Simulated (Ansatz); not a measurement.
C3H6O can be A, `CC(C)=O`, or B, `C/C=C/O`.

Computed with Ansatz on PBE0-D4/def2-TZVP structures; ΔE is electronic, products minus reactants. CBS: MP2 limit from def2 TZ/QZ plus the TZ coupled-cluster correction, frozen cores. Functionals use def2-TZVPP. B3LYP here is the variant with VWN-RPA as its local correlation; programs differ in this. One conformer a species, not always the lowest.

Task: Which is lower in electronic energy at CCSD(T)/CBS, and by how much? (Best estimate.)

Result: The calculation gave: A, by 15.0 kcal/mol.

Task: Give E(B) − E(A) in kcal/mol with ωB97M-V, BLYP-D4, CCSD(T)/def2-SVP, CCSD(T)/def2-TZVPP, B3LYP, B2PLYP, CCSD/def2-TZVPP. (An estimate is asked.)

Result: Computed: ωB97M-V 15.8, BLYP-D4 15.7, CCSD(T)/def2-SVP 17.9, CCSD(T)/def2-TZVPP 15.6, B3LYP 15.4, B2PLYP 15.9, CCSD/def2-TZVPP 15.8. None reverses the order clearly.

Task: Does the order hold for the free energy at 298.15 K (harmonic terms from PBE0-D4)? (An estimate is asked.)

Result: Ansatz gave: Yes: G(B) − G(A) = +16.5 kcal/mol, for one conformer each. Modes under 60 cm⁻¹, often nearly free rotors, make the harmonic entropy too high.

Largest T1 diagnostic: 0.013.

Leaving LDA and LC-ωPBE aside and taking each functional with its dispersion term where it has one, the values, not all of them listed here, spread over 2.0 kcal/mol, from PBE-D4 to ωB97X-V. LDA lies −2.2 kcal/mol from PBE without D4. At CCSD(T), def2-SVP lies +3.0 kcal/mol from the extrapolated value and def2-TZVPP +0.6 kcal/mol.
